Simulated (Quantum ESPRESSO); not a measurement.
WC (Qusongite): single point with PBEsol+U

The system is WC (Qusongite).

```xyz
2
Lattice="2.9065 0.0000 0.0000 -1.4532 2.5171 0.0000 0.0000 0.0000 2.8366" Properties=species:S:1:pos:R:3 pbc="T T T"
W     0.0000    0.0000    0.0000
C     1.4533    0.8390    1.4183
```

- Program: Quantum ESPRESSO 7.5
- Task: single point
- Functional: PBEsol
- Potentials or basis: GBRV 1.5 PBEsol
- Cutoff: 762 eV
- Density cutoff: 6095 eV
- k mesh: 10 × 10 × 9
- Occupations: fermi-dirac, width 0.05 eV
- Spin: no spin polarisation
- Hubbard terms: W d U = 5 eV
- Hubbard projectors: ortho-atomic
- Mixing beta: 0.3
- Most SCF iterations: 120
- SCF threshold: 4e-10 Ry

```json
{"Pressure": "-1.5 GPa", "Band gap on the k mesh": "none (metal or under the smearing width)"}
```

Stress tensor (GPa, compression positive):
```
-0.81  0.00  0.00
 0.00 -0.81  0.00
 0.00  0.00 -2.92
```

Levels at points of the mesh, in eV from the Fermi level:
| k point | band 5 | band 6 | band 7 | band 8 | band 9 | band 10 | band 11 | band 12 | band 13 | band 14 |
| --- | --- | --- | --- | --- | --- | --- | --- | --- | --- | --- |
| (0.00, 0.00, 0.00) | -14.53 | -4.55 | -3.38 | -3.38 | 0.05 | 3.46 | 3.46 | 5.59 | 5.59 | 6.30 |
| (0.00, -0.50, 0.00) | -11.10 | -7.16 | -3.73 | -3.49 | -0.50 | 2.57 | 4.46 | 4.75 | 6.93 | 9.53 |

Eigenvalues of the final occupation matrices:
```
  site  spin  trace               eigenvalues
W 1 5d  each   2.26  0.41 0.41 0.47 0.47 0.51
```

Run time: 43 s on 2 MPI ranks on Intel(R) Xeon(R) Processor @ 2.50GHz (Skylake/Cascade Lake), with other jobs on the host, peak memory 0.3 GiB a rank.

Caveat: U without spin polarisation on a metal has little footing; the U is typed as a test and isn't derived for this compound. Spin-orbit coupling is left out, which matters for the levels of W.
